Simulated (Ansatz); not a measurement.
# Screening in BaS (Fm-3m)

Wanted: ε∞ of BaS (Fm-3m) from perturbation theory, a sum over states and the RPA step of G0W0, with cost.

Program: Ansatz 0.2.0. Level of theory: linear response on PBE, plane waves, PAW. Results are calculated unless marked as measured.

Most raw output is cut from this account.

## 1. The structure

It takes space group Fm-3m (No. 225, cubic). The conventional cell has a = 6.388 Å, b = 6.388 Å, c = 6.388 Å, α = 90.00°, β = 90.00°, γ = 90.00°. Nearest to Ba lie 6 S at 3.19 Å. Nearest to S lie 6 Ba at 3.19 Å. Farther neighbours and most contacts between anions are not listed.

Coordinates:

```cif
data_structure
_symmetry_space_group_name_H-M 'Fm-3m'
_symmetry_Int_Tables_number 225
_cell_length_a 6.3875
_cell_length_b 6.3875
_cell_length_c 6.3875
_cell_angle_alpha 90.000
_cell_angle_beta 90.000
_cell_angle_gamma 90.000
_cell_volume 260.61
loop_
_atom_site_label
_atom_site_type_symbol
_atom_site_symmetry_multiplicity
_atom_site_Wyckoff_symbol
_atom_site_fract_x
_atom_site_fract_y
_atom_site_fract_z
_atom_site_occupancy
Ba1 Ba 4 a 0.00000 0.00000 0.00000 1
S1 S 4 b 0.50000 0.00000 0.00000 1
```

The cell and positions come from the Crystallography Open Database and are kept as given unless a step says otherwise. Spin-orbit coupling is left out unless a step names it.

## 2. Response to a homogeneous field

The response to a uniform field gives ε∞, a yardstick for the screening that GW builds on its mesh.

This step: dielectric response by perturbation theory, PBE, plane waves, PAW; PAW set soft_1.

The input, input.yaml:

```yaml
crystal:
  lattice:
    - [0.0, 3.19375, 3.19375]
    - [3.19375, 0.0, 3.19375]
    - [3.19375, 3.19375, 0.0]
  atoms:
    - { symbol: Ba, position: [0.0, 0.0, 0.0] }
    - { symbol: S, position: [0.5, 0.5, 0.5] }
kpoints:
  mp_grid: { grid: [6, 6, 6] }
hamiltonian:
  xc: pbe
  pseudopotentials: { kind: paw, azcp: { folder: soft_1 } }
scf:
  occupations: { method: fixed }
dielectric: {}
```

Run with:

```
ansatz run input.yaml --threads 24 --pin off --max-ram 82944MiB --backend cuda --events-out ev --progress --plain --runs-dir out --devices 1 --max-vram 78GiB
```

Elapsed: 3.1 s, on 1 × NVIDIA GB200 (shared by 2 runs) with 24 threads of Arm Neoverse V2, shared host; peak memory 1.1 GiB.

Numbers from this step:

- stated error of ε∞: 0.014

One over ε∞ averages 0.21, somewhat under the quarter of exact exchange in PBE0.

High-frequency dielectric tensor:

```
4.79 0.00 0.00
0.00 4.79 0.00
0.00 0.00 4.79
```

Born effective charge (e), principal values of the symmetric part by kind of site:

| atom | atoms with these values | low | middle | high | mean |
| --- | --- | --- | --- | --- | --- |
| Ba1 | 1 | 2.61 | 2.61 | 2.61 | 2.61 |
| S2 | 1 | -2.61 | -2.61 | -2.61 | -2.61 |

In full for S2:

```
-2.61  0.00  0.00
 0.00 -2.61  0.00
 0.00  0.00 -2.61
```

## 3. Independent-particle spectrum

The independent-particle spectrum shows where the oscillator strength lies, before excitons and local fields.

This step: independent-particle optics on PBE, plane waves, PAW; PAW set soft_1.

input.yaml, as its differences from that of step 2:

```diff
@@ -15,2 +15,4 @@
   occupations: { method: fixed }
-dielectric: {}
+  n_extra_bands: 44
+output:
+  optics: { e_range: [0, 25], de: 0.1, sigma: 0.2 }
```

It took 2.5 s on 1 × NVIDIA GB200 (shared by 2 runs) with 24 threads; peak memory 1.4 GiB; 10 s of CPU time.

Numbers from this step:

| Quantity | Value |
| --- | --- |
| ε∞ without local fields (xx, yy, zz) | 5.225, 5.225, 5.225 |
| electrons in the f-sum (xx, yy, zz) | 15.23, 15.23, 15.23 |
| bands in the explicit sum (the static value is completed to all bands) | 52 |

The sum gives ε∞ = 5.22 without local fields.

Independent particles, no local fields, Gaussian width 0.2 eV. The ε₂, xx=yy=zz by photon energy; read off at these points:

| photon energy (eV) | ε₂, xx=yy=zz |
| --- | --- |
| 1.0 | 0 |
| 2.0 | 0.00940 |
| 3.0 | 2.02 |
| 4.0 | 3.28 |
| 5.0 | 4.97 |
| 6.0 | 7.60 |
| 6.7 | 8.10 |
| 7.0 | 6.50 |
| 8.0 | 3.60 |
| 9.0 | 2.09 |
| 10.0 | 1.25 |
| 11.0 | 0.533 |
| 12.0 | 0.487 |
| 13.0 | 1.33 |
| 14.0 | 1.73 |
| 15.0 | 2.06 |
| 16.0 | 1.77 |
| 17.0 | 2.21 |
| 17.6 | 2.99 |
| 18.0 | 2.28 |
| 19.0 | 1.17 |
| 20.0 | 0.851 |
| 21.0 | 0.795 |
| 22.0 | 0.254 |
| 23.0 | 0.202 |
| 24.0 | 0.213 |
| 25.0 | 0.206 |

Independent particles, no local fields, Gaussian width 0.2 eV. The loss function, xx=yy=zz by photon energy; read off at these points:

| photon energy (eV) | loss function, xx=yy=zz |
| --- | --- |
| 2.00 | 2.4e-4 |
| 2.50 | 0.0235 |
| 3.00 | 0.0427 |
| 3.50 | 0.0478 |
| 4.00 | 0.0607 |
| 4.50 | 0.0681 |
| 5.00 | 0.0718 |
| 5.50 | 0.0871 |
| 6.00 | 0.110 |
| 6.50 | 0.120 |
| 7.00 | 0.151 |
| 7.50 | 0.174 |
| 8.00 | 0.230 |
| 8.50 | 0.337 |
| 9.00 | 0.456 |
| 9.50 | 0.411 |
| 10.00 | 0.669 |
| 10.50 | 1.15 |
| 11.00 | 1.58 |
| 11.50 | 0.555 |
| 12.00 | 0.181 |
| 12.50 | 0.316 |
| 13.00 | 0.422 |
| 13.50 | 0.317 |
| 14.00 | 0.312 |
| 14.50 | 0.353 |
| 15.00 | 0.398 |
| 15.50 | 0.467 |
| 16.00 | 0.451 |
| 16.50 | 0.405 |
| 17.00 | 0.406 |
| 17.50 | 0.333 |
| 18.00 | 0.400 |
| 18.50 | 0.464 |
| 19.00 | 0.525 |
| 19.50 | 0.907 |
| 20.00 | 0.925 |
| 20.50 | 1.26 |
| 21.00 | 0.973 |
| 21.50 | 1.22 |
| 22.00 | 1.68 |
| 22.50 | 5.73 |
| 22.60 | 5.83 |
| 23.00 | 4.09 |
| 23.50 | 2.79 |
| 24.00 | 3.42 |
| 24.50 | 1.77 |
| 25.00 | 2.21 |

## 4. RPA screening from the G0W0 run

G0W0 replaces the xc potential by the self-energy, built once from these orbitals. Only a window of levels is corrected, while the sums run over the empty bands that the input names. This step takes PAW set soft_1 files.

This step: G0W0 on PBE, plane waves, PAW; PAW set soft_1.

input.yaml, the sections that differ from step 3:

```yaml
kpoints:
  mp_grid: { grid: [4, 4, 4] }
scf:
  occupations: { method: fixed }
gw:
  n_empty_bands: 418
  ecut_chi: 200.0
  qp_bands: [v2, c2]
  qp_kpoints: band_edges
  screening: { model: contour_deformation }
# crystal, hamiltonian: as in step 3
# output: removed
```

Run time: 2.6 s. Hardware: 1 × NVIDIA GB200 (shared by 2 runs) with 24 threads; peak memory 1.5 GiB; 7.8 s of CPU time.

This step gave:

```yaml
bands_summed: 426
rpa_eps_infinity_on_this_mesh_eigenvalues: 4.644, 4.644, 4.644
plane_waves_in_the_screening_matrix: 411
g0w0_gap_on_the_mesh: 3.516 eV
k_of_the_valence_top: 0, 0, 0
k_of_the_conduction_bottom: 0, -0.5, -0.5
starting_gap_on_the_mesh: 2.202 eV
least_direct_g0w0_gap_on_the_computed_points: 3.644 eV
```

The gap on the mesh goes from 2.20 eV to 3.52 eV, a correction of +1.31 eV. Between the two edge states, bare exchange in place of the xc potential would open the gap by 6.91 eV, and correlation takes back 5.59 eV.

Mean over the mesh in bins of 0.25 1/Å. Table of static inverse dielectric function, diagonal by length of q+G:

| length of q+G (Å⁻¹) | static inverse dielectric function, diagonal |
| --- | --- |
| 0.45 | 0.281 |
| 0.79 | 0.349 |
| 1.07 | 0.426 |
| 1.25 | 0.473 |
| 1.50 | 0.541 |
| 1.76 | 0.612 |
| 1.98 | 0.661 |
| 2.23 | 0.716 |
| 2.49 | 0.762 |
| 2.75 | 0.798 |
| 2.99 | 0.828 |
| 3.25 | 0.855 |
| 3.52 | 0.879 |
| 3.76 | 0.898 |
| 4.00 | 0.914 |
| 4.26 | 0.929 |
| 4.50 | 0.940 |
| 4.74 | 0.950 |
| 4.99 | 0.958 |
| 5.25 | 0.966 |
| 5.51 | 0.972 |
| 5.74 | 0.976 |
| 6.01 | 0.981 |
| 6.26 | 0.984 |
| 6.49 | 0.987 |
| 6.75 | 0.990 |
| 7.01 | 0.992 |
| 7.19 | 0.993 |

## 5. The values together

Times are wall times on 1 × NVIDIA GB200 (shared by 2 runs) with 24 threads of Arm Neoverse V2, shared host, good to a factor of about two.

| method | mesh | ε∞, low | middle | high | mean | time |
| --- | --- | --- | --- | --- | --- | --- |
| perturbation theory (local fields and xc kernel) | 6×6×6 (response on 216 points) | 4.79 | 4.79 | 4.79 | 4.79 | 3.1 s |
| sum over states (no local fields) | 6×6×6 | 5.22 | 5.22 | 5.22 | 5.22 | 2.5 s |
| RPA with local fields, on the GW mesh | 4×4×4 | 4.64 | 4.64 | 4.64 | 4.64 | 2.6 s |

## 6. Summary of results

- perturbation theory (local fields and xc kernel): 4.79, 4.79, 4.79
- sum over states (no local fields): 5.22, 5.22, 5.22
- RPA with local fields, on the GW mesh: 4.64, 4.64, 4.64

What this shows: Mean Born effective charge: Ba1 2.61, S2 -2.61 e. Distinct peaks of the ε₂, xx=yy=zz stand at 6.7 and 17.6 eV; the one at 6.7 eV is strongest. Distinct peaks of the loss function, xx=yy=zz stand at 11.0, 22.6 and 24.0 eV; the one at 22.6 eV is strongest. The sum without local fields gives 5.22 in the mean against 4.79 by perturbation theory; local fields lower ε∞ and the xc kernel gives part of it back, though the sum also carries the error of its own mesh. The RPA values on the 4×4×4 mesh average 0.97 times those of perturbation theory (means 4.64 and 4.79). Without the xc kernel RPA should lie a little lower, and the mean does, by little. PBE usually puts the gap too low, which tends to raise ε∞. Ions are clamped, so the lattice part of the static constant is not in these numbers.

[Paths, hosts, dates, memory and timing lines, banners, echoed tables and standing remarks are left out of the program output.]

[Logs are printed without paths, hosts, clocks, repeated set-up lines and the standing remarks that a program may print on its own settings, such as how far it seeks lower states.]

[Runs of the session that timed out or met a known fault of the program may be left out.]

[Cells called generated may have been cut or substituted from an entry of the Crystallography Open Database or the Materials Project.]

[Hosts, paths, dates, database ids (printed as entryN), source tags and the programs' standing remarks are cut or masked in the printed files.]
